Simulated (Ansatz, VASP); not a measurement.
One calculation of SnO (Romarchite), two programs

The input INCAR:

```
SYSTEM = SnO
PREC = Accurate
ENCUT = 520
EDIFF = 1E-6
ISMEAR = 0
SIGMA = 0.01
LREAL = .FALSE.
LASPH = .TRUE.
NELM = 80
ALGO = Normal
ISIF = 2
LWAVE = .FALSE.
LCHARG = .FALSE.
GGA = PE
NBANDS = 28
```

Contents of KPOINTS:

```
regular mesh
0
G
  5 5 4
  0 0 0
```

POSCAR

```
SnO
1.0
    3.7986000000      0.0000000000      0.0000000000
    0.0000000000      3.7986000000      0.0000000000
    0.0000000000      0.0000000000      4.8408000000
Sn O
2 2
Direct
    0.5000000000      0.0000000000      0.2369000000
    0.0000000000      0.5000000000      0.7631000000
    0.0000000000      0.0000000000      0.0000000000
    0.5000000000      0.5000000000      0.0000000000
```

Input for Ansatz:

```yaml
crystal:
  lattice:
    - [3.7986, 0.0, 0.0]
    - [0.0, 3.7986, 0.0]
    - [0.0, 0.0, 4.8408]
  atoms:
    - { symbol: Sn, position: [0.5, 0.0, 0.2369] }
    - { symbol: Sn, position: [0.0, 0.5, 0.7631] }
    - { symbol: O, position: [0.0, 0.0, 0.0] }
    - { symbol: O, position: [0.5, 0.5, 0.0] }
basis:
  ecutwfc: 500.0
kpoints:
  mp_grid:
    grid: [5, 5, 4]
hamiltonian:
  xc: pbe
scf:
  occupations:
    method: fixed
output:
  stress: true
```

Alike in both runs: task single point; functional PBE; k mesh 5 × 5 × 4; no spin polarisation.

```csv
,VASP,Ansatz
version,VASP 6.6.1,Ansatz 0.2.0
potentials or method,"VASP PAW PBE potentials, release 64 (Sn_d, O)","plane waves, PAW"
plane-wave cutoff (eV),520,500
occupations,"gaussian, width 0.01 eV",fixed
valence electrons in the cell,40,40
```

VASP gave:

- pressure (GPa): 5.1
- largest component of the traceless stress (GPa): 0.76

Task: What did Ansatz give for the same quantities?

Result: Pressure (GPa): 4.8; largest component of the traceless stress (GPa): 0.77.
